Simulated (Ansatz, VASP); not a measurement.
# Na in VASP and in Ansatz

Contents of INCAR:

```
PREC     = Accurate       # precision mode
ENCUT    = 520            # plane-wave cutoff, eV
EDIFF    = 1E-6           # SCF threshold, eV
ISMEAR   = -1             # smearing method
SIGMA    = 0.05           # smearing width, eV
LREAL    = F              # projectors in reciprocal space
LASPH    = T              # aspherical terms in the spheres
NELM     = 60             # most SCF steps
ALGO     = Normal         # electronic algorithm
ISIF     = 2              # what is computed and relaxed
LWAVE    = F              # write WAVECAR
LCHARG   = F              # write CHGCAR
NBANDS   = 10             # bands
```

File KPOINTS:

```
regular mesh
0
Gamma
  13 13 13
```

POSCAR

```
Na
1.0
    0.0000000000      2.3222942278      2.3222942278
    2.3222942278      0.0000000000      2.3222942278
    2.3222942278      2.3222942278      0.0000000000
Na
1
Direct
    0.0000000000      0.0000000000      0.0000000000
```

Input for Ansatz:

```yaml
crystal:
  lattice:
    - [0.0, 2.3222942278, 2.3222942278]
    - [2.3222942278, 0.0, 2.3222942278]
    - [2.3222942278, 2.3222942278, 0.0]
  atoms:
    - { symbol: Na, position: [0.0, 0.0, 0.0] }
kpoints:
  mp_grid: { grid: [13, 13, 13] }
scf:
  occupations: { method: fermi_dirac, width: 0.05 }
hamiltonian:
  xc: lda
  pseudopotentials: { kind: all_electron, lapw: { basis_error: 0.001 } }
output:
  forces: true
  stress: true
  eigenvalues: true
  populations: true
```

Change from the starting cell: volume scaled by 0.75, LAPW.

Alike in both runs: task single point; functional LDA; k mesh 13 × 13 × 13; occupations fermi-dirac, width 0.05 eV; no spin polarisation.

|  | VASP | Ansatz |
| --- | --- | --- |
| version | VASP 6.6.1 | Ansatz 0.2.0 |
| potentials or method | VASP PAW LDA potentials, release 64 (Na_pv) | all-electron LAPW, scalar-relativistic |
| plane-wave cutoff (eV) | 520 | see its input |

```csv
,VASP,Ansatz,Ansatz less VASP
pressure (GPa),4.4,4.5,+0.07
```

Ansatz ran all-electron here, so the differences hold the error of VASP's frozen core and of both bases.
